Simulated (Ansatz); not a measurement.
Born–Oppenheimer molecular dynamics of a periodic cell of 15 atoms, BaTiO₃ (surface BaTiO3(001)). It goes on from the last frame of an earlier run, with new velocities.

Level of theory: DFT PBE-D3(BJ), scalar-relativistic, plane waves, PAW (Ansatz). Settings: PAW set soft_1, cutoff 420 eV, k mesh 2x2x1, fermi-dirac smearing 0.05 eV, no spin polarisation.

```
ensemble        : NVT, Nosé–Hoover chain
time step       : 1 fs
steps asked     : 170
set temperature : 1350 K
thermostat      : time constant 50 fs, chain length 3
atoms held      : 1 to 5
seed            : 33412
```

First frame:

```xyz
15
Lattice="5.6547 0.0000 0.0000 -2.8273 4.8971 0.0000 0.0000 0.0000 16.7217" Properties=species:S:1:pos:R:3
Ba 0.000 0.000 1.000
Ti 0.000 3.265 2.085
O 0.000 4.869 1.099
O -1.389 2.463 1.099
O 1.389 2.463 1.099
Ba 3.006 1.651 2.853
Ti 0.029 0.021 4.571
O 0.195 1.787 3.673
O 1.493 4.382 3.663
O -1.481 4.166 3.454
Ba -0.154 3.580 5.430
Ti 2.774 1.848 6.542
O 2.762 3.513 5.958
O 1.280 1.000 6.192
O 4.073 0.900 5.939
```

Task: What does the run give?

Result: All steps were run.

```json
{"steps done": "170", "time covered": "170 fs", "mean temperature over the second half": "1676 K", "spread of the potential energy over the second half": "25.5 meV per atom", "mean potential energy of the second half above the start": "41.8 meV per atom"}
```

The conserved energy stayed within 0.19 meV per atom of its start (net change 0.1 meV per atom), so the integration is sound. The mean temperature of the second half is 24 % above the set value. A run of 0.17 ps of so small a system gives no equilibrium averages. Limits of this set-up: coarse k mesh, thin slab, slab without dipole correction.

Task: What happens to the structure?

Result: Mean squared displacements from the first frame to the last: Ba 0.31 Å², Ti 0.28 Å², O 0.37 Å². The details hang on the random start.

Task: How do temperature and energy run in time?

Result: 
| time (fs) | T (K) | potential energy less start (eV) | conserved less start (meV/atom) |
| --- | --- | --- | --- |
| 0 | 1350 | 0.000 | 0.00 |
| 5 | 1158 | 0.250 | 0.05 |
| 10 | 967 | 0.502 | 0.09 |
| 15 | 961 | 0.520 | 0.09 |
| 20 | 1119 | 0.334 | 0.04 |
| 25 | 1257 | 0.185 | -0.01 |
| 30 | 1176 | 0.324 | 0.01 |
| 35 | 969 | 0.627 | 0.08 |
| 40 | 953 | 0.689 | 0.08 |
| 45 | 1104 | 0.547 | 0.00 |
| 50 | 1117 | 0.602 | 0.03 |
| 55 | 1007 | 0.822 | 0.10 |
| 60 | 1026 | 0.880 | 0.12 |
| 65 | 1292 | 0.643 | 0.09 |
| 70 | 1691 | 0.270 | 0.04 |
| 75 | 1962 | 0.083 | 0.01 |
| 80 | 1985 | 0.203 | 0.11 |
| 85 | 2113 | 0.157 | 0.14 |
| 90 | 2410 | -0.138 | 0.00 |
| 95 | 2358 | -0.026 | 0.04 |
| 100 | 2017 | 0.414 | 0.13 |
| 105 | 1787 | 0.686 | 0.16 |
| 110 | 1813 | 0.615 | 0.11 |
| 115 | 1883 | 0.472 | 0.01 |
| 120 | 1646 | 0.717 | 0.03 |
| 125 | 1295 | 1.120 | 0.19 |
| 130 | 1347 | 1.010 | 0.07 |
| 135 | 1425 | 0.870 | 0.02 |
| 140 | 1275 | 1.031 | 0.09 |
| 145 | 1151 | 1.168 | 0.13 |
| 150 | 1224 | 1.057 | 0.13 |
| 155 | 1469 | 0.727 | 0.09 |
| 160 | 1715 | 0.391 | 0.03 |
| 165 | 1736 | 0.338 | 0.05 |
| 170 | 1636 | 0.436 | 0.10 |

Time of the run: 19 min on 1 thread of Arm Neoverse V2, with other jobs on the host, peak memory 0.75 GiB.
